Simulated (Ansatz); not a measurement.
**CuO under changes of volume**

One of the cells (9.482 Å³/atom); the others are scaled copies at fixed shape and fractional positions:

```
Cu O
1.0
     0.00000    2.11656    2.11656
     2.11656    0.00000    2.11656
     2.11656    2.11656    0.00000
Cu O
1 1
Direct
  0.02950 0.02810 0.90803
  0.47050 0.47190 0.59197
```

The cell comes from a database or a generator and needn't be the stable form of this composition.

- Program: Ansatz 0.2.0
- Functional: RPBE
- Potentials or basis: Ansatz PAW
- Cutoff: 420 eV (not typed: the program's choice for these potentials)
- k mesh: 11 × 11 × 11
- Occupations: fermi-dirac, width 0.05 eV
- Spin: no spin polarisation

```csv
volume (Å³/atom),energy over the lowest point (meV/atom),pressure (GPa),largest force (eV/Å)
8.913,177.76,41.4,1.533
9.103,132.69,35.1,1.354
9.292,94.65,29.5,1.189
9.482,?,?,?
9.671,36.95,19.8,0.893
9.861,16.15,15.7,0.760
10.051,0.00,12.0,0.637
```

Task: What does the run at 9.482 Å³/atom give?

Result: Energy over the lowest point 63.00 meV/atom; pressure 24.4 GPa; largest force 1.035 eV/Å.

Worked out: A Birch-Murnaghan fit of order 3 (a polynomial in V^(-2/3)) to the other rows has no minimum within the range. It gives 62.89 meV/atom at 9.482 Å³/atom, against the run's 63.00, and -dE/dV = 24.3 GPa, against 24.4.

Energies are extrapolated to zero smearing.

Caveats: an odd number of electrons without spin polarisation forces a metal; a magnetic or distorted state may lie lower; the run has no spin polarisation, though such a crystal can be magnetic; the PAW data sets come from PBE, with cores solved anew for the run's functional, which leaves a small shift of forces and pressure.
